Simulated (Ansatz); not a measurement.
This is a single-point calculation with Ansatz on zincblende MgO; the level of theory is r2SCAN. The cell was relaxed with r2SCAN and then strained (uniaxial +1.79 % along [111], other directions held), with the atoms relaxed again with r2SCAN; k points keep the names of the unstrained zone.

input.yaml:
```yaml
crystal:
  lattice:
    - [0.0272319342, 2.3092375966, 2.3092375966]
    - [2.3092375966, 0.0272319342, 2.3092375966]
    - [2.3092375966, 2.3092375966, 0.0272319342]
  atoms:
    - { symbol: Mg, position: [0.0009799497, 0.0009799497, 0.0009799497] }
    - { symbol: O, position: [0.2490200503, 0.2490200503, 0.2490200503] }
kpoints:
  mp_grid: { grid: [10, 10, 10] }
  band_path:
    path:
      - [0.0, 0.0, 0.0]
      - [-0.5, -0.5, 0.0]
      - [-0.375, -0.375, 0.25]
      - [-0.375, 0.0, 0.375]
      - [0.0, 0.0, 0.5]
      - [-0.5, -0.25, 0.25]
    npoints: 1
hamiltonian:
  xc: r2scan
scf:
  occupations: { method: fixed }
  n_extra_bands: 4
output:
  forces: true
  stress: true
  eigenvalues: true
```

What the program printed (shortened):
```
Functional definition: r2SCAN
Crystal: 2 atoms, lattice volume = 24.193 Å³
Basis set: ecut = 500 eV, 609 PW (Γ)
Bands: 12, of which v1, the nominal top of the filled ones, is band 8 counted from 1 (7 counted from 0)
Symmetry: 6 space group operations
Space group: R3m (ITA 160)
k-points: 116 of 1000 (time reversal used)
SCF iter   1: HF=-2497.980871 eV  Δρ=8.46e-3  dr2=9.64e-3
SCF iter   2: HF=-2498.027710 eV  Δρ=4.13e-3  dr2=1.32e-3
SCF iter   3: HF=-2498.027858 eV  Δρ=1.25e-3  dr2=4.13e-4
SCF iter   4: HF=-2498.027796 eV  Δρ=5.12e-4  dr2=3.17e-5
SCF iter   5: HF=-2498.027792 eV  Δρ=6.97e-5  dr2=5.57e-7
SCF iter   6: HF=-2498.027793 eV  Δρ=6.28e-6  dr2=3.33e-9
SCF 1 converged in 6 iterations: F = -2498.027793 eV  dr2 = 3.33e-9
SCF converged after 6 iterations
Free energy (F): -2498.027793 eV
Fermi energy:    4.121419 eV
--- Stress (GPa, compression-positive) ---
       -2.143809      -1.057312      -1.057312
       -1.057312      -2.143809      -1.057312
       -1.057312      -1.057312      -2.143809
  P = ⅓ Tr σ = -2.1438 GPa (-21.438 kbar)
```

The file bands.tsv (bands near the Fermi energy, numbered from 0, rounded):
```tsv
# k_distance	band_3	band_4	band_5	band_6	band_7	band_8	band_9	band_10	band_11
# fermi_ev = 4.121419
# [0, 0, 0] at k_distance = 0.000000
# [-0.5, -0.5, 0] at k_distance = 1.368658
# [-0.375, -0.375, 0.25] at k_distance = 1.849699
# [-0.375, 0, 0.375] at k_distance = 2.689468
# [0, 0, 0.5] at k_distance = 3.529238
# [-0.5, -0.25, 0.25] at k_distance = 4.491319
# levels_relative_to = fermi_ev
0.000	-39.307	-16.819	-0.095	0.000	0.000	4.195	17.410	17.906	17.906
1.369	-39.322	-15.981	-2.490	-0.810	-0.713	6.879	12.348	15.064	17.470
1.850	-39.322	-15.998	-2.069	-1.638	-0.533	8.091	12.025	14.355	16.880
2.689	-39.319	-15.990	-2.062	-1.587	-0.616	8.096	12.009	14.398	16.663
3.529	-39.313	-16.167	-2.973	-0.254	-0.204	9.474	10.389	15.205	15.464
4.491	-39.323	-15.976	-1.772	-1.610	-1.039	8.322	12.365	14.633	14.830
```
In order the rows are Γ, X, U, K, L, W.

r2SCAN gives a direct gap of 4.19 eV at Γ. The gap is the least over the mesh and the extra points. The mean pressure at these positions is -2.14 GPa, compression counted positive.

No spin polarisation. The prototype was imposed, so other structures may be more stable.
